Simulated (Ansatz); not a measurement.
# BN: the cost of one run

Method: DFT PBE, scalar-relativistic, plane waves, PAW, in Ansatz 0.2.0.

## Step 1: The starting structure

It takes space group P-6m2 (No. 187, hexagonal). The conventional cell has a = 2.504 Å, b = 2.504 Å, c = 33.322 Å, α = 90.00°, β = 90.00°, γ = 120.00°. B (site symmetry 3m) has 3 N at 1.45 Å as nearest neighbours. N (site symmetry 3m) is surrounded by 3 B at 1.45 Å. B (site symmetry -6m2) is surrounded by 3 N at 1.45 Å. N (site symmetry -6m2) has 3 B at 1.45 Å as nearest neighbours.

Structure file:

```cif
data_structure
_symmetry_space_group_name_H-M 'P-6m2'
_symmetry_Int_Tables_number 187
_cell_length_a 2.5040
_cell_length_b 2.5040
_cell_length_c 33.3224
_cell_angle_alpha 90.000
_cell_angle_beta 90.000
_cell_angle_gamma 120.000
_cell_volume 180.94
loop_
_atom_site_label
_atom_site_type_symbol
_atom_site_symmetry_multiplicity
_atom_site_Wyckoff_symbol
_atom_site_fract_x
_atom_site_fract_y
_atom_site_fract_z
_atom_site_occupancy
B1 B 2 i 0.66667 0.33333 0.30010 1
N1 N 2 h 0.33333 0.66667 0.30010 1
B2 B 2 h 0.33333 0.66667 0.40005 1
N2 N 2 i 0.66667 0.33333 0.40005 1
B3 B 1 f 0.66667 0.33333 0.50000 1
N3 N 1 d 0.33333 0.66667 0.50000 1
```

Slab cut from the bulk at the bulk's listed lattice constants, lower half held.

## Step 2: Relaxing the atoms

input.yaml

```yaml
crystal:
  lattice:
    - [2.5039917, 0.0, 0.0]
    - [-1.25199585, 2.16852043, 0.0]
    - [0.0, 0.0, 33.3224002434]
  atoms:
    - { symbol: B, position: [0.66666667, 0.33333333, 0.3000984301] }
    - { symbol: "N", position: [0.33333333, 0.66666667, 0.3000984301] }
    - { symbol: B, position: [0.33333333, 0.66666667, 0.400049215] }
    - { symbol: "N", position: [0.66666667, 0.33333333, 0.400049215] }
    - { symbol: B, position: [0.66666667, 0.33333333, 0.5] }
    - { symbol: "N", position: [0.33333333, 0.66666667, 0.5] }
    - { symbol: B, position: [0.33333333, 0.66666667, 0.599950785] }
    - { symbol: "N", position: [0.66666667, 0.33333333, 0.599950785] }
    - { symbol: B, position: [0.66666667, 0.33333333, 0.6999015699] }
    - { symbol: "N", position: [0.33333333, 0.66666667, 0.6999015699] }
basis:
  ecutwfc: 420
  fft_grid_basis: typed
kpoints:
  mp_grid: { grid: [12, 12, 1] }
hamiltonian:
  xc: pbe
scf:
  occupations: { method: gaussian, width: 0.05 }
output:
  forces: true
  eigenvalues: true
efield:
  axis: 3
  dipole_correction: true
  ramp_width: 0.04
relax:
  adjacent_minimum: "off"
  f_tol: 0.04
  max_steps: 40
  constraints: [{ sites: [0, 1, 2, 3] }]
```

Started as:

```console
> ansatz run input.yaml --threads 1 --pin off --max-ram 2211MiB --backend cpu --events-out ev --progress --plain --runs-dir out
```

**Question.** How long does this run take on 1 thread of Intel Xeon Platinum 8375C at 2.90GHz (Ice Lake), shared host, and how much memory does it need?

About 41 s, with a peak of 0.54 GiB.
